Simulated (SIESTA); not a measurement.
BN:

```
N B
1.0
     0.00000    1.81300    1.81300
     1.81300    0.00000    1.81300
     1.81300    1.81300    0.00000
N B
1 1
Direct
  0.25000 0.25000 0.25000
  0.00000 0.00000 0.00000
```

The cell is a database's computed one.

| Item | Value |
| --- | --- |
| Program | SIESTA 5.4.2 |
| Task | single point |
| Functional | PBE |
| Potentials or basis | PseudoDojo 0.4 standard (PBE files) |
| Basis | DZP (energy shift 0.002 Ry) |
| Grid cutoff | 800 Ry |
| Energy shift | 0.002 Ry |
| k mesh | 13 × 13 × 13 |
| Occupations | fermi-dirac, width 0.05 eV |
| Spin | no spin polarisation |

On this cell: pressure 3.4 GPa; largest force zero by symmetry; band gap on the k mesh 4.65 eV, indirect (least direct gap 8.85 eV).

The same run follows on a disturbed copy (atoms moved at random, drawn with an rms of 0.05 Å):

```
N B
1.0
     0.00000    1.81300    1.81300
     1.81300    0.00000    1.81300
     1.81300    1.81300    0.00000
N B
1 1
Direct
  0.26768 0.26067 0.22873
  0.97937 0.02168 0.00165
```

Question: What does the disturbed cell give?

Answer: The energy moves by +49.4 meV/atom; pressure 5.7 GPa; largest force 2.477 eV/Å; band gap on the k mesh 4.00 eV, indirect (least direct gap 7.83 eV).

Forces on the atoms (eV/Å):
```
N    1.719 -1.042 -1.448
B   -1.719  1.042  1.448
```

Stress tensor (GPa, compression positive):
```
 5.41 -3.27 -3.32
-3.27  5.90  3.57
-3.32  3.57  5.67
```

Caveats: an odd mesh through Γ misses points on the zone boundary, where band edges often lie; the basis of atomic orbitals isn't converged, which shifts pressures, moduli and gaps.
